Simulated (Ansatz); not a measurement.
KF (CsCl type), relaxed with r2SCAN: 5 runs in Ansatz, each a calculation of independent-particle optics. Space group Pm-3m (No. 221), cubic; a = 3.179 Å in the conventional setting, 16.06 Å³ an atom. K is surrounded by 8 F at 2.75 Å; F is surrounded by 8 K at 2.75 Å. These are computed values for a spin-unpolarised cell that may be hypothetical; none is a measurement.

```
K F
1.0
     3.17887    0.00000    0.00000
     0.00000    3.17887    0.00000
     0.00000    0.00000    3.17887
K F
1 1
Cartesian
  0.0000 0.0000 0.0000
  1.5894 1.5894 1.5894
```

On meshes this coarse, single peaks can be features of the mesh. No local fields, no excitons; the zone sum runs over the cells of the mesh, and ε∞ includes the bands left out of the spectrum. Up to four peaks are listed, those above 15 % of the tallest and inside the complete range; the four can differ from row to row. Rows marked drawn have settings drawn at random (some not listed).

| functional | k mesh | broadening (eV) | scissors (eV) | range (eV) | settings | direct gap on the mesh before scissors (eV) | ε∞ xx | ε∞ yy | ε∞ zz | complete up to (eV) | tallest peaks of mean ε₂ (eV) |
| --- | --- | --- | --- | --- | --- | --- | --- | --- | --- | --- | --- |
| PBE | 6×6×6 | 0.1 | 0.00 | 0–24 | chosen | 6.85 | 2.31 | 2.31 | 2.31 | 24.0 | 19.10 19.65 20.10 22.80 |
| r2SCAN | 6×6×6 | 0.1 | 0.00 | 0–24 | chosen | 7.75 | 2.19 | 2.19 | 2.19 | 24.0 | 20.00 21.15 22.75 23.90 |
| PBE | 6×6×6 | 0.1 | 2.10 (to HSE06) | 0–24 | chosen | 6.85 | 2.15 | 2.15 | 2.15 | 24.0 | 21.20 21.75 22.20 23.75 |
| LDA | 8×8×8 | 0.15 | 0.00 | 0–15 | drawn | 6.50 | 2.38 | 2.38 | 2.38 | 15.0 | 9.80 12.80 |
| r2SCAN | 6×6×6 | 0.03 | 0.60 | 0–6 | drawn | 7.75 | 2.14 | 2.14 | 2.14 | 6.0 | none |
